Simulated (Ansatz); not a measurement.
Pt: equation of state with PBE

The system is Pt.

```xyz
1
Lattice="-1.5842 1.5842 1.5842 1.5842 -1.5842 1.5842 1.5842 1.5842 -1.5842" Properties=species:S:1:pos:R:3 pbc="T T T"
Pt    0.0000    0.0000    0.0000
```

This isn't the form of Pt at room conditions, which is fcc.

```
Program             : Ansatz 0.2.0
Task                : equation of state
Functional          : PBE
Potentials or basis : Ansatz PAW
Cutoff              : 420 eV
Density cutoff      : 1680 eV
k mesh              : 12 × 12 × 12
Occupations         : fermi-dirac, width 0.05 eV
Spin                : no spin polarisation
```

```yaml
Equilibrium_volume: 15.81 Å³/atom
Bulk_modulus: 240 GPa
Pressure_derivative_of_the_bulk_modulus: 5.4
```

Energy against volume, from the lowest point:
```csv
volume (Å³/atom),energy (meV/atom)
14.950,39.55
15.268,14.87
15.586,2.17
15.904,0.00
16.222,7.07
16.540,22.27
16.858,44.58
```

All runs of the series together: 4 s on 2 threads of Arm Neoverse V2, with other jobs on the host.

The run has no spin-orbit coupling, so splittings on Pt are missing.
